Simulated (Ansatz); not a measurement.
HfN:

```
Hf N
1.0
     0.00000    2.25600    2.25600
     2.25600    0.00000    2.25600
     2.25600    2.25600    0.00000
Hf N
1 1
Direct
  0.00000 0.00000 0.00000
  0.50000 0.50000 0.50000
```

Base run:

* Program: Ansatz 0.2.0
* Functional: r2SCAN
* Potentials or basis: Ansatz PAW
* Cutoff: 500 eV (not typed: the program's choice for these potentials)
* k mesh: 10 × 10 × 10
* Occupations: fermi-dirac, width 0.05 eV
* Spin: no spin polarisation

Its results: band gap on the k mesh none (metal or under the smearing width); pressure 2.6 GPa.

Task: The run is repeated on the same cell with these changes: hubbard terms from none to Hf d U = 3 eV; hubbard projectors from none to ortho-atomic (the default). What comes out?

Result: Band gap on the k mesh none (metal or under the smearing width); pressure 7.0 GPa.

Caveats: spin-orbit coupling is left out, which moves the levels of the heavy elements; the PAW data sets come from PBE, with cores solved anew for the run's functional, which leaves a small shift of forces and pressure; U without spin polarisation on a metal has little footing (some runs).
